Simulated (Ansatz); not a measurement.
**Structure types of Eu compared at 34 GPa**

Structure types of Eu are relaxed in primitive cells with their symmetry kept at 34 GPa, first on PAW files, then by LAPW. The enthalpy is E + pV at zero temperature, without zero-point motion. Only the types listed were tried, and differences under about 5 meV/atom are mesh noise. Not among the end structures: hcp, which may lie lower.

All numbers are PBE results (scalar-relativistic) from Ansatz 0.2.0, with Fermi–Dirac smearing of 0.08 eV, spin-polarised from start moments Eu 7 μB. Methods: LAPW: all electrons, basis error target 0.5 meV/atom; PAW: frozen-core files, cutoff 420 eV.

k meshes: fcc 15×15×15, bcc 16×16×16.

The open f shell is treated without a Hubbard term, so these are results of the method, and the state needn't be the lowest. Spin–orbit coupling is left out, which matters for the heavy atoms.

```
start type     ends as          a, b, c (Å)  V (Å³/atom)  H − H(lowest), LAPW (meV/atom)  moment (μB/atom)
       fcc  fcc, Fm-3m  4.330, 4.330, 4.330        20.30                             0.0              7.00
       bcc  bcc, Im-3m  3.451, 3.451, 3.451        20.55                               ?              7.20
```

Problem. Give the missing entry: row "bcc", column "H − H(lowest), LAPW (meV/atom)".

Solution. 50.7.

Problem. Split the lead of fcc over bcc into energy and pV.

Solution. For bcc less fcc: ΔE = -3.8 meV/atom, and p·ΔV = 34 GPa × +0.2566 Å³ × 6.242 meV/(GPa·Å³) = +54.4 meV/atom, together 50.6 meV/atom. fcc wins by its smaller volume, against the internal energy.
